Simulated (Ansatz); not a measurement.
The system is Al2Cu.

```
Cu Al
1.0
     4.10518    0.00000    0.00000
     0.00000    4.10518    0.00000
     0.00000    0.00000    2.89131
Cu Al
1 2
Direct
  0.00000 0.00000 0.00000
  0.00000 0.50000 0.50000
  0.50000 0.00000 0.50000
```

The cell comes from a database or a generator and needn't be the stable form of this composition.

| Item | Value |
| --- | --- |
| Program | Ansatz 0.2.0 |
| Task | relaxation of cell and atoms |
| Functional | r2SCAN |
| Potentials or basis | Ansatz PAW |
| Cutoff | 500 eV (not typed: the program's choice for these potentials) |
| k mesh | 7 × 7 × 9 |
| Occupations | fermi-dirac, width 0.05 eV |
| Spin | no spin polarisation |

At the start: volume 16.24 Å³/atom.

Problem. How do energy, volume and symmetry change on relaxing?

Solution. It ends after 4 steps and the volume is 15.88 Å³/atom (-2.2 %); space group P4/mmm (No. 123, to 0.05 Å).

The path:
```
step  energy change (eV)  largest force (eV/Å)  volume (Å³)
   1              0.0000                0.0000        48.73
   2             -0.0080                0.0000        47.96
   3             -0.0086                0.0000        47.65
   4             -0.0084                0.0000        47.65
```

Final structure:
```yaml
crystal:
  lattice:
    - [4.08700, 0.00000, 0.00000]
    - [0.00000, 4.08700, 0.00000]
    - [0.00000, 0.00000, 2.85285]
  atoms:
    - { symbol: Cu, position: [0.00000, 0.00000, 0.00000] }
    - { symbol: Al, position: [0.00000, 0.50000, 0.50000] }
    - { symbol: Al, position: [0.50000, 0.00000, 0.50000] }
```

Caveat: the plane-wave basis is chosen anew once the cell has moved, so the energies of steps on either side of that aren't comparable; the PAW data sets come from PBE, with cores solved anew for the run's functional, which leaves a small shift of forces and pressure.
